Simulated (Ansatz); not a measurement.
# TaN (P6_3/mmc) in Ansatz: single point with r2SCANh

Aim: the single point of TaN with r2SCANh.

Program: Ansatz 0.2.0. These are calculated values, not measurements. Logs are shortened: lines on timing, memory, paths and dates and some standing lists are left out, and cuts for length are marked.

### Step 1. The crystal as given

It takes space group P6_3/mmc (No. 194, hexagonal). The conventional cell has a = 2.922 Å, b = 2.922 Å, c = 5.917 Å, α = 90.00°, β = 90.00°, γ = 120.00°. Around Ta (site symmetry -3m) lie 6 N at 2.24 Å. N (site symmetry -6m2) is surrounded by 6 Ta at 2.24 Å.

The cell comes from a database or a generator and needn't be the stable form of this composition.

### Step 2. Single point, r2SCANh

input.yaml

```yaml
crystal:
  lattice:
    - [2.9217699809, 0.0, 0.0]
    - [-1.4608849905, 2.5303270275, 0.0]
    - [0.0, 0.0, 5.916515]
  atoms:
    - { symbol: Ta, position: [0.0, 0.0, 0.5] }
    - { symbol: Ta, position: [0.0, 0.0, 0.0] }
    - { symbol: "N", position: [0.3333333333, 0.6666666667, 0.25] }
    - { symbol: "N", position: [0.6666666667, 0.3333333333, 0.75] }
hamiltonian:
  xc: r2scanh
  pseudopotentials: { kind: paw }
kpoints:
  mp_grid: { grid: [5, 5, 3] }
scf:
  occupations: { method: fermi_dirac, width: 0.05 }
output:
  forces: true
  stress: true
  eigenvalues: true
  write_density: true
  write_potential: true
  elf: true
  volumetric_format: npy
```

Potentials or basis: Ansatz PAW.

Command:

```
$ ansatz run input.yaml --threads 2 --pin off --max-ram 5632MiB --backend cpu --events-out ev --progress --plain --runs-dir out
```

Log:

```text
Warning: output.stress: scf.convergence.dr2_threshold = 1e-7 eV (the SCF's general default) is looser than the 4e-10 eV advised for a printed stress (1e-10 eV for each atom of the cell: 4). What an SCF threshold leaves in a stress goes as its square root, and in the free energy as the threshold itself, and one threshold admits the most on a small cell: of the crystals measured, under no hybrid functional and no lock of the moments, on runs that ended without the residual-converged pass, on stresses that held no estimate of that error, the worst erred by over 100 MPa in a component at 1e-7 eV an atom and by under 5 at 1e-10. Set scf.convergence.dr2_threshold to 4e-10 eV or tighter. The threshold is an SCF's pass mark: one that does not reach it within its budget of iterations ends unconverged, or closes short of it on a stop that the run arms, and scf.convergence.dr2_threshold's page says what that costs each kind of run
Warning: output.stress: scf.exx.energy_threshold = 1e-6 eV is looser than the 4e-8 eV advised for a stress under a hybrid functional (1e-8 eV for each atom of the cell: 4). Every SCF of the exchange loop can meet its threshold on dr2 while the loop round them stops early: no threshold on dr2 bounds what that leaves in the stress. Set scf.exx.energy_threshold to 4e-8 eV or tighter. The threshold is the loop's pass mark: a loop that does not reach it within its budget of cycles ends unconverged, and scf.exx.energy_threshold's page has the law
Warning: RAYON_NUM_THREADS=2 ignored (pool sized by the plan → 2); use --threads N
Engine: ansatz 0.2.0, x86_64-unknown-linux-gnu
Pseudopotentials: kind: paw
Pseudopotential: Ta, paw, valence charge 13, recommended cutoff 500 eV (meta_gga), Ta.paw.azcp
Pseudopotential: N, paw, valence charge 5, recommended cutoff 500 eV (meta_gga), N.paw.azcp
Functional definition: r2SCANh
  parameter a = 0.1
  parameter k0 = 0.174
  parameter k1 = 0.065
  parameter a1 = 4.9479
  exchange = (1 - a)*r2scan_x(k0 = k0, k1 = k1, a1 = a1) + a*exact_x
  correlation = r2scan_c
Crystal: 4 atoms, lattice volume = 43.741 Å³
Basis set: ecut = 500 eV, 1113 PW (Γ), exchange–correlation on 96×96×180 points (64 copies of the dense FFT grid, shifted against one another)
Bands: 22, of which v1, the nominal top of the filled ones, is band 18 counted from 1 (17 counted from 0)
Symmetry: 24 space group operations
Space group: P63/mmc (ITA 194), of the structure as read, at distance tolerance 3.5e-5 Å
k-points: 10 of 75
Non-local potential: Ta, projectors of the file, l = 0: 3, l = 1: 2, l = 2: 2, l = 3: 1
Non-local potential: N, projectors of the file, l = 0: 2, l = 1: 2, l = 2: 1
PAW form: soft (Blöchl's): semilocal exchange-correlation on the pseudo side does not see the compensation charge
PAW frozen core: Ta, regenerated for the run's functional, and the local potential with it (the file was generated under x = pbe(κ = 0.804, μ = 0.2195149727645171), c = pbe(β = 0.06672455060314922))
PAW frozen core: N, regenerated for the run's functional, and the local potential with it (the file was generated under x = pbe(κ = 0.804, μ = 0.2195149727645171), c = pbe(β = 0.06672455060314922))
PAW one-centre angular grid: Ta, 590 points (default); XC on 160 Gauss nodes
PAW one-centre angular grid: N, 302 points (default); XC on 160 Gauss nodes
Initial density: superposition of atomic densities (neutral atoms: chi_scale 0, normalization atom), corrected by the library's trained network
Initial wavefunctions: pseudopotential atomic-orbital guess
Functional: x = r2scan, c = r2scan; τ floored in thin density (d = 2e-4 eV/Å³), warm-up for x = 0.9 r2scan + 0.1 exact, c = r2scan; τ floored in thin density (d = 2e-4 eV/Å³)
[... 97 lines left out ...]
SCF iter   8: F=—  HF=-20658.749575 eV  |F-HF|=—  |Δ(HF+E_count)|=  1.46e-11  Δρ=4.20e-7  dr2=8.80e-11  dr2_τ=1.07e-11  ethr=1.00e-12  ⟨swp⟩=3.1  Hψ=481  notcnv=0
SCF iter   9: F=-20658.749575 eV  HF=-20658.749575 eV  |F-HF|=7.28e-12  |Δ(HF+E_count)|=  1.46e-11  Δρ=4.70e-8  dr2=8.84e-13  dr2_τ=8.32e-14  ethr=1.00e-12  ⟨swp⟩=2.0  Hψ=401  notcnv=0
SCF 7 converged in 9 iterations: F = -20658.749575 eV  dr2 = 8.84e-13
  Residual-converged pass: ⟨swp⟩=5.0  Hψ=747  notcnv=0  max |occ|·‖R‖ = 8.9e-9 eV (tolerance 1.0e-8 eV)  dr2=2.59e-13  dr2_τ=8.12e-15  dr2_onsite=8.96e-15  max |Δocc| = 1.1e-13
hybrid outer 2: dexx = +4.014e-6 eV, tail = 8.45e-10 eV, Δε = 6.13e-3 eV (about 5.77e-5 eV left of the loop's levels)
exact exchange: an outer loop of this run ended on a state whose frontier levels can be filled otherwise, and a further loop was made from that state with electrons moved between them. It converged no lower than the two loops' stops tell apart, in 21 SCF iterations, so its state is not used
hybrid SCF converged: 2 outer / 18 inner (+10 warm-up), last move |dexx| = 2.13e-6 eV, tail = 2.75e-9 eV
Stability not checked: this state was not tested for a lower state beside it, because the functional holds exact exchange (a hybrid, or Hartree-Fock), whose exchange loop this test does not read (fock_operator; see scf.lower_state_search)
Free energy (F): -20658.749575 eV
Frozen-core exchange: fock
Harris-Foulkes:  -20658.749575 eV  (|F-HF|=1.09e-11)
Internal energy: -20658.737235 eV  (E = F + TS)
E sigma→0 (E₀):  -20658.743405 eV
Entropy (-TS):   -0.012339 eV (-3.085 meV/atom)
Fermi energy:    19.569188 eV
--- Per-component energies (eV) ---
  E_band       = -173.201732
  E_kinetic    = 998.406557
  E_local      = -1215.877184  (includes V_loc(G=0)·N_el)
  E_nonlocal   = 119.926261
  E_hartree    = 408.177977
  E_xc         = -482.567429
  E_vxc        = -557.591112  (∫ρ·V_xc dr)
  E_exx        = -45.635022  (= α·E_x^exact, valence–valence)
  E_paw        = -17101.519507  (= ΣΔE_a)
  E_vpaw       = -270.959530  (= ΣTr[D̂ρ^β])
  E_aug_tail   = 0.000158  (compensation charges beyond the density's cutoff)
  E_vtau       = 27.807223  (kinetic-family band-sum trace: ∫τ·v_τ [+ j·A + Jᵃ·Aᵃ] dr)
  E_ewald      = -3335.549875
  E_core_change = -4.099171  (= ΣΔE_core)
  E_smearing   = -0.012339  (= −TS)
  E_closure    = 0.000000  (closes the sum)
  Σ components = -20658.749575   (vs F -20658.749575, Δ=0.00e0)
--- Forces (eV/Å), atoms counted from 1 ---
  atom   1  Ta     0.00000000     0.00000000    -0.00000000
  atom   2  Ta     0.00000000    -0.00000000     0.00000000
  atom   3  N     -0.00000000    -0.00000000    -0.00000000
  atom   4  N      0.00000000     0.00000000     0.00000000
  max |Σ_I F_I| component: 3.70e-17 eV/Å
--- Stress (GPa, compression-positive) ---
       -6.839762      -0.000000      -0.000000
       -0.000000      -6.839762      -0.000000
       -0.000000      -0.000000     -11.476231
  P = ⅓ Tr σ = -8.3853 GPa (-83.853 kbar)
--- Band table (eV; the first three rows and the last of 10) ---
  k-point 0: bands = ["-52.0214", "-51.9811", "-17.9965", "-17.1902", "-16.9360", "-16.9360", "-16.8708", "-16.8708", "0.4411", "2.8576", "9.6272", "14.3811", "14.3811", "15.0528", "15.7985", "17.3936", "17.3936", "19.9369", "19.9369", "20.8129", "20.8129", "22.6703"]
  k-point 1: bands = ["-52.0113", "-51.9913", "-17.8054", "-17.4020", "-16.9197", "-16.9197", "-16.8874", "-16.8874", "0.9598", "2.1346", "10.7304", "13.0349", "14.8601", "14.8601", "16.1743", "16.1743", "17.7698", "20.7898", "20.9795", "20.9795", "21.0735", "21.0735"]
  k-point 2: bands = ["-51.9895", "-51.9497", "-17.8962", "-17.3643", "-17.2637", "-17.1310", "-17.0285", "-16.9561", "1.2519", "2.6180", "10.9460", "13.8461", "14.1476", "14.2162", "14.4845", "16.1469", "16.4704", "19.6805", "20.7295", "21.4193", "22.4061", "23.1037"]
  k-point 9: bands = ["-51.9112", "-51.8920", "-17.9355", "-17.8649", "-17.5147", "-17.4397", "-17.3869", "-17.1789", "2.5107", "2.9638", "11.4318", "12.2313", "12.6186", "13.2762", "13.9854", "14.4736", "18.5478", "18.5618", "22.5139", "22.8921", "24.1458", "24.6021"]
```

rho_z.tsv:

```text
# z_ang	rho[e/angstrom^3]
# format = ansatz-planar-average/11
# lattice	2.921769981	0.000000000	0.000000000
# lattice	-1.460884990	2.530327027	0.000000000
# lattice	0.000000000	0.000000000	5.916515000
# sites	4
# site	73	0.000000000	0.000000000	2.958257500
# site	73	0.000000000	0.000000000	0.000000000
# site	7	-0.000000000	1.686884685	1.479128750
# site	7	1.460884990	0.843442343	4.437386250
0.000000	1.288465e0
0.131478	1.264430e0
0.262956	1.181541e0
0.394434	1.030020e0
0.525912	8.343249e-1
0.657391	6.528911e-1
[... 37 lines left out ...]
5.653559	1.181541e0
5.785037	1.264430e0
```

v_z.tsv:

```text
# z_ang	v_es[eV]	v_tot[eV]
# format = ansatz-planar-average/11
# xc	r2scanh
# density_cutoff_ev	2000
# datasets	Ta=:simpson_from_first_knot:soft:fock:shift=0	N=:simpson_from_first_knot:soft:fock:shift=0
# lattice	2.921769981	0.000000000	0.000000000
# lattice	-1.460884990	2.530327027	0.000000000
# lattice	0.000000000	0.000000000	5.916515000
# sites	4
# site	73	0.000000000	0.000000000	2.958257500
# site	73	0.000000000	0.000000000	0.000000000
# site	7	-0.000000000	1.686884685	1.479128750
# site	7	1.460884990	0.843442343	4.437386250
0.000000	-2.238642e0	-1.749584e1
0.131478	-1.526705e0	-1.666693e1
0.262956	4.625064e-1	-1.424439e1
0.394434	3.350581e0	-1.072461e1
0.525912	6.595799e0	-6.651819e0
0.657391	9.716957e0	-2.684647e0
[... 37 lines left out ...]
5.653559	4.625064e-1	-1.424439e1
5.785037	-1.526705e0	-1.666693e1
```

Run time: 70 s. Hardware: 2 threads of Intel Xeon at 2.70GHz, shared host; peak memory 0.96 GiB.

Results:

```yaml
Free_energy: -20658.7496 eV
Pressure: -8.4 GPa
Band_gap_on_the_k_mesh: none (metal or under the smearing width)
```

Stress tensor (GPa, compression positive):
```
 -6.84   0.00   0.00
  0.00  -6.84   0.00
  0.00   0.00 -11.48
```

Levels at points of the mesh, in eV from the Fermi level:
```
           k point  band 15  band 16  band 17  band 18  band 19  band 20  band 21  band 22
(0.00, 0.00, 0.00)    -3.77    -2.18    -2.18     0.37     0.37     1.24     1.24     3.10
```

Caveat: the k mesh is coarse (spacing up to 0.50 Å⁻¹), so the values aren't converged, least of all with exact exchange; the PAW data sets come from PBE, with cores solved anew for the run's functional, which leaves a small shift of forces and pressure; the thresholds are loose for stress. The run has no spin-orbit coupling, so splittings on Ta are missing.
